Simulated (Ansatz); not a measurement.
## HfS₂ (P-3m1), elastic constants by finite strains: input and output

Computed with PBEsol, all-electron LAPW in Ansatz 0.2.0, scalar-relativistic; not a measurement.

The cell comes from a PAW relaxation under the same functional.

The structure is one entry of a database and needn't be the stable phase.

Launched as:

```sh
ansatz run input.yaml --threads 2 --pin off --max-ram 5120MiB --backend cpu --events-out ev --progress --plain --runs-dir out
```

Input:

```yaml
crystal:
  lattice:
    - [3.59247581545, 0.0, 0.0]
    - [-1.79623790773, 3.11117531866, 0.0]
    - [0.0, 0.0, 5.94589712861]
  atoms:
    - { symbol: Hf, position: [0.0, 0.0, 0.0] }
    - { symbol: S, position: [0.666666666667, 0.333333333333, 0.756208194343] }
    - { symbol: S, position: [0.333333333333, 0.666666666667, 0.243791805657] }
kpoints:
  mp_grid: { grid: [8, 8, 4] }
scf:
  occupations: { method: fixed }
hamiltonian:
  xc: pbesol
  pseudopotentials: { kind: all_electron, lapw: { basis_error: 0.001 } }
elastic:
  mode: relaxed_ion
  stencil: two_point
  amplitude: 0.003
```

Output:

```
Warning: RAYON_NUM_THREADS=2 ignored (pool sized by the plan → 2); use --threads N
LAPW: plane waves up to 8.544 Å⁻¹, error target 1.0e-3 eV per atom; small_component_spin mean_spin; S in spheres of 1.042 Å, 14 of its electrons in bands, Dirac shells []; Hf in spheres of 1.412 Å, 42 of its electrons in bands, ...
Engine: ansatz 0.2.0, aarch64-unknown-linux-gnu
Pseudopotentials: kind: all_electron
Pseudopotential: Hf, LAPW, valence charge 42, lapw/all_electron/scalar/gaussian/Hf, Koelling and Harmon's equation, gaussian nucleus
Pseudopotential: S, LAPW, valence charge 14, lapw/all_electron/scalar/gaussian/S, Koelling and Harmon's equation, gaussian nucleus
Functional definition: PBEsol
  exchange = pbesol_x
  correlation = pbesol_c
davidson cushion auto → on  (no smearing: the cushion is to keep the highest requested band from converging to the state above it; pin scf.eigensolver.cushion to override)
Crystal: 3 atoms, lattice volume = 66.456 Å³
Basis set: ecut = 278.1210577718858 eV, 701 PW (Γ), exchange–correlation at level 2
Bands: 42, of which v1, the nominal top of the filled ones, is band 35 counted from 1 (34 counted from 0)
Symmetry: 12 space group operations
[... 195 lines left out ...]
  moduli (Voigt/Reuss/Hill, GPa): K = 39.51/15.31/27.41   G = 31.84/11.20/21.52   E = 51.17   ν = 0.189
  mechanically stable: yes (min eigenvalue of sym C = 6.03 GPa)
  where every solve meets its electron count the energy-path curvature estimates C_jj along a normal strain and C_jj − ¼(σ⁰_aa + σ⁰_bb) along a shear (ab), closely only under elastic.basis: deformed
  strain η (Voigt 11):  stress-route row diagonal C_11 = 139.92 GPa, energy-path curvature d²(F+E_count)/dδ²/Ω₀ = 139.91 GPa
         δ    σ_11 (GPa)             F (eV)   n_scf  n_hpsi   n_pw
    -3.000e-3      -0.5036     -431822.7234855       2   24694    714   relax 4 steps, max|allowed force component| 2.03e-5 eV/Å
     3.000e-3       0.3359     -431822.7236879       2   24692    714   relax 3 steps, max|allowed force component| 2.49e-6 eV/Å
  strain η (Voigt 33):  stress-route row diagonal C_33 = 17.98 GPa, energy-path curvature d²(F+E_count)/dδ²/Ω₀ = 17.98 GPa
         δ    σ_33 (GPa)             F (eV)   n_scf  n_hpsi   n_pw
    -3.000e-3      -0.0647     -431822.7238027       2   11079    714   relax 3 steps, max|allowed force component| 4.54e-7 eV/Å
     3.000e-3       0.0432     -431822.7238259       2   11077    714   relax 3 steps, max|allowed force component| 3.80e-7 eV/Å
  strain η (Voigt 23):  stress-route row diagonal C_44 = 6.07 GPa, energy-path curvature d²(F+E_count)/dδ²/Ω₀ = 6.09 GPa
         δ    σ_23 (GPa)             F (eV)   n_scf  n_hpsi   n_pw
    -3.000e-3      -0.0184     -431822.7238364       2   24684    714   relax 4 steps, max|allowed force component| 2.15e-6 eV/Å
     3.000e-3       0.0180     -431822.7238366       2   24686    714   relax 3 steps, max|allowed force component| 2.01e-6 eV/Å
```

Self-consistency was reached.

### Strained cells

Elastic constants of a crystal by Kohn-Sham DFT: slopes of the stress over finite engineering strains of the given cell, Voigt indices, Cartesian axes as in the input; stress of each strained cell less that at rest, tension positive.

| strain component | strain | stress xx (GPa) | stress yy (GPa) | stress zz (GPa) | stress yz (GPa) | stress xz (GPa) | stress xy (GPa) | relaxation steps |
| --- | --- | --- | --- | --- | --- | --- | --- | --- |
| xx | -0.003 | -0.4235 | -0.0755 | -0.0056 | 0.0038 | 0 | 0 | 4 |
| xx | 0.003 | 0.416 | 0.075 | 0.0056 | -0.0037 | 0 | 0 | 3 |
| zz | -0.003 | -0.0063 | -0.0063 | -0.0561 | 0 | 0 | 0 | 3 |
| zz | 0.003 | 0.0054 | 0.0054 | 0.0518 | 0 | 0 | 0 | 3 |
| yz | -0.003 | 0.0037 | -0.0038 | -0.0005 | -0.0184 | 0 | 0 | 4 |
| yz | 0.003 | -0.0039 | 0.0037 | -0.0005 | 0.018 | 0 | 0 | 3 |

### Elastic constants

```json
{
 "Pressure at rest": "0.056 GPa",
 "Least elastic eigenvalue": "6.03 GPa",
 "Elastically stable": "yes"
}
```

```csv
index,elastic (GPa)
11,139.9
12,25.09
13,1.91
14,-1.26
33,17.98
44,6.07
```

Elastic moduli:

Hill averages of a grain aggregate, Debye temperature from the mean sound speed over directions.

* Bulk modulus: 27.41 GPa
* Shear modulus: 21.52 GPa
* Young modulus: 51.17 GPa
* Poisson ratio: 0.1889
* Bulk over shear modulus: 1.274
* Elastic anisotropy index: 10.79
* Least young modulus: 15.85 GPa
* Largest young modulus: 135.3 GPa
* Longitudinal sound speed: 3042 m/s
* Transverse sound speed: 1884 m/s
* Elastic debye temperature: 169 K
* Linear compressibility (x, y, z): 5.431, 5.431, 54.47 1/TPa

Limits of these numbers: no spin-orbit coupling on heavy atoms; no dispersion correction, so the spacing and stiffness between layers or molecules are poor.

Time and hardware: 7.9 min on 2 threads of Arm Neoverse V1 (shared host), peak memory 0.69 GiB.
